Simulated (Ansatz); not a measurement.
# AlN: the cost of one run

Program: Ansatz 0.2.0. Level of theory: DFT PBEsol, scalar-relativistic, plane waves, PAW. These are calculated values, not measurements.

16 further runs of the same task are left out: 16 set aside as unsound or not needed. Runs told in other sessions of the task aren't counted.

## Step 1: The system as given

Symmetry: P6_3mc, No. 186, hexagonal system. Conventional cell: a = 3.114 Å, b = 3.114 Å, c = 4.983 Å, α = 90.00°, β = 90.00°, γ = 120.00°. Around Al (site symmetry 3m) lie 4 N at 1.89 to 1.90 Å. N (site symmetry 3m) has 4 Al at 1.89 to 1.90 Å in its first shell of neighbours.

As a file:

```cif
data_structure
_symmetry_space_group_name_H-M 'P6_3mc'
_symmetry_Int_Tables_number 186
_cell_length_a 3.1136
_cell_length_b 3.1136
_cell_length_c 4.9834
_cell_angle_alpha 90.000
_cell_angle_beta 90.000
_cell_angle_gamma 120.000
_cell_volume 41.84
loop_
_atom_site_label
_atom_site_type_symbol
_atom_site_symmetry_multiplicity
_atom_site_Wyckoff_symbol
_atom_site_fract_x
_atom_site_fract_y
_atom_site_fract_z
_atom_site_occupancy
Al1 Al 2 b 0.33333 0.66667 0.00151 1
N1 N 2 b 0.33333 0.66667 0.38349 1
```

This cell was relaxed beforehand with the same method: volume 10.46 Å³/atom, gap on the mesh 4.10 eV.

## Step 2: Plan of the line

Rigid slide and opening across a plane, one cut a cell; the plane is (0 0 1) of the conventional cell, and the faces at the cut hold Al and N.

First coordinate, slide along 0 a1 + a2 (3.114 Å): 12 values from 0.000 to 0.917, periodic. Second coordinate, opening across the cut: 7 values from −0.3 to 3.2 Å.

Nothing else is relaxed (rigid halves). Energies count from the perfect crystal. Points are written as (first, second).

## Step 3: The run at (0.500, −0.3 Å)

input.yaml

```yaml
crystal:
  lattice:
    - [-3.1135599822, 0.0, 0.0]
    - [-1.5567799911, -2.6964220408, 0.0]
    - [-0.7783899956, -1.3482110204, 9.6667009506]
  atoms:
    - { symbol: Al, position: [0.3333333333, -0.1329545695, 0.9325758056] }
    - { symbol: Al, position: [0.3333333333, 0.1248040237, 0.4170586192] }
    - { symbol: Al, position: [0.6666666667, 0.5870166536, 0.1593000261] }
    - { symbol: Al, position: [0.6666666667, 0.3292580605, 0.6748172124] }
    - { symbol: "N", position: [0.3333333333, 0.2841040498, 0.0984585671] }
    - { symbol: "N", position: [0.3333333333, 0.0263454566, 0.6139757535] }
    - { symbol: "N", position: [0.6666666667, 0.4885580865, 0.3562171603] }
    - { symbol: "N", position: [0.6666666667, 0.2307994934, 0.8717343466] }
basis:
  ecutwfc: 520.0
kpoints:
  mp_grid: { grid: [8, 8, 3] }
hamiltonian:
  xc: pbesol
  pseudopotentials: { kind: paw, azcp: { folder: soft_1 } }
scf:
  occupations: { method: gaussian, width: 0.05 }
output:
  forces: true
  stress: true
  eigenvalues: true
```

Started as:

```bash
$ ansatz run input.yaml --threads 2 --pin off --max-ram 4096MiB --backend cpu --events-out ev --progress --plain --runs-dir out
```

**Question.** How long does this run take on 2 threads of Intel Xeon 6975P-C (Granite Rapids), shared host, and how much memory does it need?

About 5.5 s, with a peak of 0.52 GiB.
